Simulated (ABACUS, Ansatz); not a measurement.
**Cost and result for the equilibrium volume of Ge**

```cif
data_structure
_symmetry_space_group_name_H-M 'P 1'
_symmetry_Int_Tables_number 1
_cell_length_a 3.8998
_cell_length_b 3.8998
_cell_length_c 3.8998
_cell_angle_alpha 97.377
_cell_angle_beta 97.377
_cell_angle_gamma 138.005
_cell_volume 37.05
loop_
_atom_site_label
_atom_site_type_symbol
_atom_site_fract_x
_atom_site_fract_y
_atom_site_fract_z
_atom_site_occupancy
Ge1 Ge 0.50000 0.50000 0.00000 1
Ge2 Ge 0.25000 0.75000 0.50000 1
```

This isn't the form of Ge at room conditions, which is diamond.

```csv
rung,level,program and potentials,cutoff (eV),k mesh,smearing,core time,chip,equilibrium volume (Å³/atom),notes
GGA + dispersion,PBEsol+D4,"Ansatz, all-electron LAPW, scalar-relativistic",-,11 × 11 × 11,fermi-dirac 0.05,28 s,AMD EPYC 9R45 Zen 5,17.95,-
GGA,PBEsol,"Ansatz, all-electron LAPW, scalar-relativistic",-,11 × 11 × 11,fermi-dirac 0.05,42 s,Intel Xeon Platinum 8488C Sapphire Rapids,18.39,-
GGA,BLYP,"Ansatz, all-electron LAPW, scalar-relativistic",-,11 × 11 × 11,fermi-dirac 0.05,65 s,Arm Neoverse V2,21.30,-
GGA + dispersion,PBEsol+D3(BJ),"Ansatz, all-electron LAPW, scalar-relativistic",-,11 × 11 × 11,fermi-dirac 0.05,85 s,Arm Neoverse V1,(a),-
GGA + dispersion,BLYP+D4,"Ansatz, all-electron LAPW, scalar-relativistic",-,11 × 11 × 11,fermi-dirac 0.05,3.1 min,Intel Xeon Skylake/Cascade Lake,19.45,-
GGA,AM05,"ABACUS, PseudoDojo NC SR 0.4.1 PBEsol standard, plane waves",1075,9 × 9 × 9,fermi-dirac 0.05,3.2 min,AMD EPYC 7R43 Zen 3,18.21,potentials made for PBEsol; 14 valence electrons an atom on average
LDA,LDA,"ABACUS, PseudoDojo NC SR 0.4.1 LDA stringent, plane waves",1687,9 × 9 × 9,fermi-dirac 0.05,9.8 min,Intel Xeon Platinum 8488C Sapphire Rapids,17.98,22 valence electrons an atom on average
```

Times are single runs on shared hosts and different chips, so they are rough; meshes, cutoffs and the tasks' sizes weigh on the time. Task: relaxation of cell and atoms. All rows: no spin polarisation. Smearing widths are in eV. For a metal such meshes aren't converged. Meshes differ between rows, which moves values too. Meshes are those of the run's cell of 2 atoms unless a note names another. Relaxations start from the cell shown or near it and stop with a little pressure left. Runs on faulty files, with rough fits or with known faults for this quantity aren't shown. PBE isn't shown for this crystal. No row holds spin-orbit coupling.

Estimate the value left out from the other rows.

(a) 17.69 Å³/atom.
